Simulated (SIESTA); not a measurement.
Crystal: As.

```
As
1.0
     1.88080    1.08588    3.51406
    -1.88080    1.08588    3.51406
     0.00000   -2.17176    3.51406
As
2
Direct
  0.22600 0.22600 0.22600
  0.77400 0.77400 0.77400
```

- Program: SIESTA 5.4.2
- Task: relaxation of cell and atoms
- Functional: PBE
- Potentials or basis: PseudoDojo 0.4 standard (PBE files)
- Basis: DZP (energy shift 0.003 Ry; two zetas on semicore shells)
- Grid cutoff: 750 Ry
- Energy shift: 0.003 Ry
- k mesh: 7 × 7 × 7
- Occupations: fermi-dirac, width 0.05 eV
- Spin: no spin polarisation

At the start: pressure 5.8 GPa; volume 21.53 Å³/atom.

Task: How do energy, volume and symmetry change on relaxing?

Result: Over 10 steps the energy falls by 39.4 meV/atom and the volume is 22.41 Å³/atom (+4.1 %); space group R-3m (No. 166, to 0.05 Å).

The path:
| step | energy change (eV) | largest force (eV/Å) | pressure (GPa) | volume (Å³) |
| --- | --- | --- | --- | --- |
| 1 | 0.0000 | 0.8397 | 5.78 | 43.06 |
| 2 | -0.0401 | 0.1184 | 3.68 | 43.23 |
| 3 | -0.0442 | 0.0087 | 3.16 | 43.35 |
| 4 | -0.0640 | 0.3121 | -0.27 | 44.95 |
| 5 | -0.0648 | 0.3298 | 1.14 | 45.06 |
| 6 | -0.0658 | 0.3299 | 0.94 | 45.18 |
| 7 | -0.0773 | 0.1233 | -0.14 | 45.13 |
| 8 | -0.0785 | 0.0023 | 0.36 | 44.55 |
| 9 | -0.0787 | 0.0030 | -0.08 | 44.89 |
| 10 | -0.0787 | 0.0010 | 0.01 | 44.82 |

Final structure:
```yaml
crystal:
  lattice:
    - [1.93962, 1.11984, 3.43913]
    - [-1.93962, 1.11984, 3.43913]
    - [0.00000, -2.23968, 3.43913]
  atoms:
    - { symbol: As, position: [0.22966, 0.22966, 0.22966] }
    - { symbol: As, position: [0.77034, 0.77034, 0.77034] }
```

Caveat: the basis of atomic orbitals isn't converged, which shifts pressures, moduli and gaps.
